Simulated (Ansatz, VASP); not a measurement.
**Two plane-wave programs on BN**

```xyz
4
Lattice="2.4440 0.0000 0.0000 -1.2220 2.1166 0.0000 0.0000 0.0000 7.2054" Properties=species:S:1:pos:R:3 pbc="T T T"
B     0.0000    1.4110    1.8013
B     1.2220    0.7055    5.4040
N     0.0000    1.4110    5.4040
N     1.2220    0.7055    1.8013
```

Alike in both runs: task single point; functional PBEsol; k mesh 12 × 12 × 4; occupations gaussian, width 0.05 eV; no spin polarisation.

```csv
,VASP,Ansatz
version,VASP 6.6.1,Ansatz 0.2.0
potentials or method,"VASP PAW PBE potentials, release 64 (B, N)","scalar-relativistic, plane waves, PAW"
plane-wave cutoff (eV),520,520
valence electrons in the cell,16,16
```

Ansatz gave:

- gap on the k mesh at the Fermi level (eV): 4.43
- least direct gap on the mesh (eV): 4.79
- pressure (GPa): 17.8
- largest component of the traceless stress (GPa): 17.95

**Question.** Which values does VASP return?

**Answer.** gap on the k mesh at the Fermi level (eV): 4.42; least direct gap on the mesh (eV): 4.78; pressure (GPa): 18.3; largest component of the traceless stress (GPa): 18.56.

Ansatz warned: «pseudo_functional_mismatch».

Caveats: so large a pressure means that the cell lies far from this level's equilibrium, or that cutoff or potentials fall short (VASP); the potentials were made for another functional, which shifts forces and pressure (VASP); this functional lacks dispersion, which binds the layers, so the pressure and a relaxed spacing across them are unreliable. A k mesh can miss the band edges.
